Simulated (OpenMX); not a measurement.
# BaTiO3 under changes of volume

One of the cells (12.567 Å³/atom); the others are scaled copies at fixed shape and fractional positions:

```
Ba Ti O
1.0
     3.72890   -0.42193    0.02237
    -0.28447    3.27547    3.11008
     0.31643   -2.75371    2.58992
Ba Ti O
1 1 3
Direct
  0.00364 0.99727 0.99850
  0.50025 0.51161 0.51018
  0.99835 0.49282 0.49504
  0.49991 0.50154 0.99454
  0.49786 0.99299 0.49796
```

| Item | Value |
| --- | --- |
| Program | OpenMX 3.8.5 |
| Functional | LDA |
| Potentials or basis | OpenMX 2013 LDA set, Ba10.0-s3p2d2, Ti7.0-s3p2d2, O6.0-s2p2d1, fixed grid of 45 × 54 × 45 points |
| k mesh | 7 × 7 × 7 |
| Occupations | fermi-dirac, width 0.05 eV |
| Spin | no spin polarisation |

```tsv
volume (Å³/atom)	energy over the lowest point (meV/atom)	gap on the mesh (eV)	largest force (eV/Å)
11.813	100.59	0.13	0.947
12.065	?	?	?
12.316	39.10	0.21	0.867
12.567	19.93	0.25	0.843
12.819	7.46	0.28	0.861
13.070	1.01	0.31	0.880
13.321	0.00	0.32	0.894
```

Question: What does the run at 12.065 Å³/atom give?

Answer: Energy over the lowest point 65.72 meV/atom; gap on the mesh 0.17 eV; largest force 0.903 eV/Å.

Worked out: A Birch-Murnaghan fit of order 3 (a polynomial in V^(-2/3)) to the other rows has its minimum at 13.24 Å³/atom with B0 = V·E''(V) = 170 GPa and B' = 4.4 at fixed shape and positions, which overstates the stiffness. It gives 65.64 meV/atom at 12.065 Å³/atom, against the run's 65.72. A parabola through the other rows of the gap, of slope 2.07 eV per unit of ln V there, gives 0.17 eV, against the run's 0.17.

Energies are extrapolated to zero smearing.

Caveats: spin-orbit coupling is left out, which moves the levels of the heavy elements; an odd mesh through Γ misses points on the zone boundary, where band edges often lie; the basis of atomic orbitals isn't converged, which shifts pressures, moduli and gaps.
